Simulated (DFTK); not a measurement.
# MgSe under changes of volume

One of the cells (20.246 Å³/atom); the others are scaled copies at fixed shape and fractional positions:

```
CELL_PARAMETERS angstrom
0.00000 2.72550 2.72550
2.72550 0.00000 2.72550
2.72550 2.72550 0.00000
ATOMIC_POSITIONS crystal
Se 0.50000 0.50000 0.50000
Mg 0.00000 0.00000 0.00000
```

| Quantity | Value |
| --- | --- |
| Program | DFTK 0.8.2 |
| Functional | PBEsol |
| Potentials or basis | dojo.nc.sr.pbesol.v0_4_1.standard.upf (PBEsol) |
| Cutoff | 1170 eV |
| k mesh | 8 × 8 × 8 |
| Occupations | fermi-dirac, width 0.05 eV |
| Spin | no spin polarisation |

```csv
volume (Å³/atom),energy over the lowest point (meV/atom),pressure (GPa),gap on the mesh (eV)
19.031,16.40,4.5,1.87
19.436,?,?,?
19.841,1.71,1.4,1.80
20.246,0.00,0.0,1.77
20.651,1.57,-1.2,1.74
21.056,6.10,-2.3,1.71
21.461,13.29,-3.4,1.68
```

**Question.** What does the run at 19.436 Å³/atom give?

**Answer.** Energy over the lowest point 7.04 meV/atom; pressure 2.9 GPa; gap on the mesh 1.84 eV.

Worked out: A Birch-Murnaghan fit of order 3 (a polynomial in V^(-2/3)) to the other rows has its minimum at 20.25 Å³/atom with B0 = V·E''(V) = 65 GPa and B' = 4.1. It gives 7.04 meV/atom at 19.436 Å³/atom, against the run's 7.04, and -dE/dV = 2.9 GPa, against 2.9. A straight line through the other rows of the gap, of slope -1.57 eV per unit of ln V, gives 1.83 eV, against the run's 1.84.

Energies are extrapolated to zero smearing.

A mesh can miss the band edges. Spin-orbit coupling on Se is left out.
